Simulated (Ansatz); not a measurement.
Crystal: SiNi.

```
Ni Si
1.0
     5.17310    0.00000    0.00000
     0.00000    3.33810    0.00000
     0.00000    0.00000    5.60490
Ni Si
4 4
Cartesian
  5.1328 2.5036 4.5539
  2.6268 0.8345 1.7514
  2.5463 2.5036 3.8535
  0.0403 0.8345 1.0510
  3.5111 0.8345 5.1425
  4.2486 2.5036 2.3400
  0.9245 0.8345 3.2649
  1.6620 2.5036 0.4624
```

```yaml
Program: Ansatz 0.2.0
Task: relaxation of cell and atoms
Functional: BLYP
Potentials_or_basis: Ansatz PAW
Cutoff: "420 eV (not typed: the program's choice for these potentials)"
k_mesh: 5 × 8 × 5
Occupations: fermi-dirac, width 0.05 eV
Spin: collinear spin, ferromagnetic start
Starting_moments: "[1.0, 1.0, 1.0, 1.0, 0.0, 0.0, 0.0, 0.0] μB"
```

At the start: volume 12.10 Å³/atom.

Problem. Where does the relaxation end?

Solution. It ends after 9 steps and the volume is 12.93 Å³/atom (+6.9 %); space group Pnma (No. 62, to 0.05 Å); moment 0.00 μB per cell.

The path:
```tsv
step	energy change (eV)	largest force (eV/Å)	volume (Å³)
1	0.0000	0.1624	96.79
2	-0.1664	0.0796	100.17
3	-0.2142	0.0298	102.97
4	-0.2153	0.0094	103.27
5	-0.2153	0.0151	103.37
6	-0.2154	0.0003	103.38
7	-0.2191	0.0006	103.38
8	-0.2191	0.0002	103.43
9	-0.2191	0.0002	103.43
```

Final structure:
```yaml
crystal:
  lattice:
    - [5.21215, 0.00000, 0.00000]
    - [0.00000, 3.44119, 0.00000]
    - [0.00000, 0.00000, 5.76676]
  atoms:
    - { symbol: Ni, position: [0.99603, 0.75000, 0.80474] }
    - { symbol: Ni, position: [0.50397, 0.25000, 0.30474] }
    - { symbol: Ni, position: [0.49603, 0.75000, 0.69526] }
    - { symbol: Ni, position: [0.00397, 0.25000, 0.19526] }
    - { symbol: Si, position: [0.68564, 0.25000, 0.91738] }
    - { symbol: Si, position: [0.81436, 0.75000, 0.41738] }
    - { symbol: Si, position: [0.18564, 0.25000, 0.58262] }
    - { symbol: Si, position: [0.31436, 0.75000, 0.08262] }
```

The cell as given is a measured one (12.10 Å³/atom); BLYP puts the equilibrium volume +6.9 % from it, thermal expansion not counted.

Caveat: the plane-wave basis is chosen anew once the cell has moved, so the energies of steps on either side of that aren't comparable; the PAW data sets come from PBE, with cores solved anew for the run's functional, which leaves a small shift of forces and pressure; the starting moments weren't kept.
